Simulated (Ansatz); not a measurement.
# 1T-VBrI bilayer (AB) in a perpendicular field, part 2 of 2

Wanted: the out-of-plane response of the 1T-VBrI bilayer (AB). A positive field points along +c.

Ansatz 0.2.0; plane-wave DFT, PBE-D3(BJ), Ansatz PAW.

So far. Step 8 (Single point, field 0.35 V/Å): The dipole is 0.204 e·Å, 0.256 e·Å from its value without field, and the gap 0.441 eV.

**9. Response, atoms held (continued)**

Electrons, planar mean, per unit field. Table of induced electron density by z:

```csv
z (Å),induced electron density (e/Å³ per V/Å)
5,2.5e-5
6,2.2e-4
7,0.00142
8,0.00322
9,1.0e-3
10,-0.00143
11,8.7e-4
12,-9.2e-4
13,-0.00231
14,0.00195
15,0.00126
16,-4.5e-4
17,-2.0e-4
18,-1.9e-4
19,-0.00251
20,-0.00179
21,-2.6e-4
22,-2.7e-5
23,-2.6e-6
```

By hand: between -0.1 and 0.1 V/Å the dipole changes by 0.1444 e·Å, a slope of 0.7219 e·Å²/V. A perfect conductor of thickness t has p = ε₀AEt, so t = 180.95 × 0.7219 / 13.287 = 9.83 Å (e/ε₀ = 180.95 V·Å, A in Å²).

The induced dipole is that of a conductor 9.83 Å thick.

**10. Varying the input: kpoints.mp_grid.shift = [0.5, 0.5, 0.0]**

This step: plane-wave DFT, PBE-D3(BJ), Ansatz PAW (Ansatz 0.2.0).

A run with a changed input: it repeats the earlier run at 0.1 V/Å with kpoints.mp_grid.shift to [0.5, 0.5, 0.0].

Input file input.yaml:

```yaml
crystal:
  lattice:
    - [3.9169856623, 0.0, 0.0]
    - [-1.9584928311, 3.3922090898, 0.0]
    - [0.0, 0.0, 27.3840289355]
  atoms:
    - { symbol: I, position: [0.6666666667, 0.3333333333, 0.3286587237], spin: -0.03 }
    - { symbol: V, position: [0.0, 0.0, 0.3886276415], spin: 2.55 }
    - { symbol: Br, position: [0.3333333333, 0.6666666667, 0.4393398254], spin: -0.01 }
    - { symbol: I, position: [0.0, 0.0, 0.5604953567], spin: -0.03 }
    - { symbol: V, position: [0.3333333333, 0.6666666667, 0.6201678036], spin: 2.55 }
    - { symbol: Br, position: [0.6666666667, 0.3333333333, 0.6713412763], spin: -0.01 }
magnetization:
  spin_polarized: true
kpoints:
  mp_grid: { grid: [12, 12, 1], shift: [0.5, 0.5, 0.0] }
  band_path:
    path: [[0, 0, 0], [0.5, 0, 0], [0.33333333, 0.33333333, 0], [0, 0, 0]]
    npoints: 16
hamiltonian:
  xc: pbe
  dispersion: d3bj
scf:
  occupations: { method: fermi_dirac, width: 0.02585 }
  convergence: { dr2_threshold: 1.0e-10 }
efield:
  axis: 3
  dipole_correction: true
  ramp_position: 0.9598
  ramp_width: 0.0734
  amplitude: 0.1
output:
  write_potential: true
  write_density: true
  volumetric_format: npy
```

The run is started by

```bash
$ ansatz run input.yaml --threads 4 --pin off --max-ram 6144MiB --backend cpu --events-out ev --progress --plain --runs-dir out
```

It took 2.1 min on 4 threads of Arm Neoverse V1, shared host; peak memory 1.8 GiB; 8.3 min of CPU time.

This step gave:

* site moments: -0.03080, 2.546, -0.01514, -0.03139, 2.549, -0.01465 μB
* dipole along the normal: 0.02030 e·Å
* gap along the path: 0.7472 eV
* gap, the smaller of path and mesh: 0.7472 eV

Deep bands are left out, so band numbers here count from the lowest band kept and differ from the log's. Electronic bands along the path, in eV, zero at the Fermi level of the run, which the smearing sets inside the gap; # counts the bands kept:

```csv
point,up #17,up #18,up #19,up #20,down #13,down #14,down #15,down #16
Γ,-0.99,-0.73,0.84,0.84,1.01,1.01,1.31,1.49
halfway,-0.58,-0.40,0.40,0.73,0.76,1.24,1.52,1.64
M,-0.49,-0.45,0.81,0.94,0.46,0.96,1.67,1.86
halfway,-0.52,-0.44,0.50,0.88,0.94,1.43,1.53,1.78
K,-0.54,-0.41,0.42,0.76,1.43,1.59,1.61,1.78
halfway,-0.63,-0.39,0.42,0.59,1.14,1.28,1.50,1.64
Γ,-0.99,-0.73,0.84,0.84,1.01,1.01,1.31,1.49
```

```csv
quantity,this run,earlier run,difference
dipole along the normal (e·Å),0.02030,0.02030,2.7e-7
gap along the path (eV),0.7472,0.7473,-1.0e-4
total moment (μB),6.000,6.000,4.8e-10
```

Nothing in the table moves by 0.01 in its unit (for the dipole 0.5 % and 5e-5 e·Å).

**11. The same run with other settings**

Another changed input: it repeats the earlier run at 0.1 V/Å with accuracy to medium, scf.occupations.method from fermi_dirac to cold and scf.occupations.width from 0.02585 to 0.01.

Changes to input.yaml since step 10:

```diff
@@ -15,3 +15,3 @@
 kpoints:
-  mp_grid: { grid: [12, 12, 1], shift: [0.5, 0.5, 0.0] }
+  mp_grid: { grid: [12, 12, 1] }
   band_path:
@@ -23,3 +23,3 @@
 scf:
-  occupations: { method: fermi_dirac, width: 0.02585 }
+  occupations: { method: cold, width: 0.01 }
   convergence: { dr2_threshold: 1.0e-10 }
@@ -35 +35,2 @@
   volumetric_format: npy
+accuracy: medium
```

Wall time 61 s (4 threads); peak memory 1.3 GiB; 4 min of CPU time.

Numbers from this step:

```
total moment            : 6 μB
gap on the k-mesh       : 0.7545 eV
dipole along the normal : 0.02031 e·Å
```

Deep bands are left out, so band numbers here count from the lowest band kept and differ from the log's. Electronic bands along the path, in eV, zero at the Fermi level of the run, which the smearing sets inside the gap; # counts the bands kept:

```csv
point,up #17,up #18,up #19,up #20,down #13,down #14,down #15,down #16
Γ,-0.98,-0.73,0.84,0.84,1.01,1.01,1.31,1.49
halfway,-0.58,-0.40,0.40,0.73,0.76,1.24,1.52,1.64
M,-0.49,-0.45,0.81,0.94,0.46,0.96,1.67,1.86
halfway,-0.52,-0.44,0.50,0.89,0.94,1.43,1.53,1.78
K,-0.54,-0.40,0.42,0.77,1.43,1.59,1.61,1.78
halfway,-0.63,-0.38,0.43,0.60,1.15,1.29,1.50,1.64
Γ,-0.98,-0.73,0.84,0.84,1.01,1.01,1.31,1.49
```

```csv
quantity,this run,earlier run,difference
dipole along the normal (e·Å),0.02031,0.02030,1.5e-6
gap along the path (eV),0.7472,0.7473,-1.0e-4
total moment (μB),6,6.000,1.1e-9
```

Nothing in the table moves by 0.01 in its unit (for the dipole 0.5 % and 5e-5 e·Å). The run took 24 SCF cycles against 27.

No band crosses the Fermi level on this path.

**12. What came out**

```
gap without field                          : 0.881 eV
ionisation energy, upper face              : 4.66 eV
electron affinity, upper face              : 3.78 eV
step between the vacuum levels             : 0.709 eV
equivalent conductor thickness, atoms held : 9.83 Å
```

In words: The induced dipole equals that of a perfect conductor 9.83 Å thick, while the outer atoms lie 9.38 Å apart; an out-of-plane ε follows only once a thickness t is chosen, by 1 − 1/ε = 9.83 Å / t. The two faces differ: the vacuum level above lies 0.71 eV higher than the one below. The gap goes from 0.88 eV to 0.44 eV at 0.35 V/Å. With the field reversed the gap is 1.12 eV at -0.2 V/Å. Semilocal functionals give gaps that are too small, and excitons are not included. The magnetic order is the one reached from the typed start; other orders were not compared. Spin-orbit coupling is left out, which matters for the bands of elements this heavy.

[Logs are printed without paths, hosts, clocks, repeated set-up lines and the standing remarks that a program may print on its own settings, such as how far it seeks lower states.]

[Hosts, paths, dates, database ids (printed as entryN), source tags and the programs' standing remarks are cut or masked in the printed files.]

[Maps of the electrostatic potential energy from Ansatz leave out the sawtooth potential of an applied field or a dipole correction, so their vacuum need not be flat; planar profiles and work functions include it.]
